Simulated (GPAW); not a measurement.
Runs of GPAW 26.7.0 on SiC. Symmetry: P6_3mc, No. 186, hexagonal system. The conventional cell has a = 3.076 Å, b = 3.076 Å, c = 10.071 Å, α = 90.00°, β = 90.00°, γ = 120.00°. Si (site symmetry 3m) has 4 C at 1.88 to 1.89 Å as nearest neighbours. Around Si (site symmetry 3m) lie 4 C at 1.88 to 1.89 Å. Around C (site symmetry 3m) lie 4 Si at 1.88 to 1.89 Å. Around C (site symmetry 3m) lie 4 Si at 1.88 to 1.89 Å. The cell is a database's computed one.

```csv
task,level,potentials or basis,cell,k mesh,cutoff (eV),smearing,kernel,eta,response ecut,domega0,response k mesh,mesh quality,gap on the mesh (eV)
energy-loss spectrum,BLYP,"PAW data sets generated in the run's folder for this functional, pw",as given,8 × 8 × 2,550,fermi-dirac 0.001 eV,ALDA,0.1 eV,40 eV,0.1 eV,5 × 5 × 3,coarse,2.53
optical spectrum,BLYP,"PAW data sets generated in the run's folder for this functional, pw",as given,8 × 8 × 2,550,fermi-dirac 0.001 eV,LR0.2,0.05 eV,60 eV,0.05 eV,10 × 10 × 3,not flagged,2.53
eps q,LDA,"the program's PAW data sets (release 1.2.1) made for this functional, pw",as given,8 × 8 × 2,650,fermi-dirac 0.001 eV,ALDA,-,50 eV,-,8 × 8 × 4,not flagged,2.17
relaxation of cell and atoms,revPBE+D4,"the program's PAW data sets (release 1.2.1) made for this functional, pw",relaxed,6 × 6 × 2,800,fermi-dirac 0.05 eV,-,-,-,-,-,coarse,2.22
phonons,vdW-DF,"GPAW PAW data sets (gpaw-data 1.2.1), pw",atoms relaxed,6 × 6 × 2,680,fermi-dirac 0.05 eV,-,-,-,-,-,coarse,(a)
```

Alike in all rows: no spin polarisation.

Problem. Estimate the missing entries.

Solution. (a) 2.48.

Caveats: some runs use coarse meshes; an odd mesh through Γ misses points on the zone boundary, where band edges often lie (some runs); the highest transitions drop out of the frequency grid (some runs); the long-wavelength limit can be off by a per cent or two (some runs); spectra need much finer meshes, so this one isn't converged (some runs); independent-particle spectra lack excitons (some runs); later steps reuse the first step's grids (some runs).
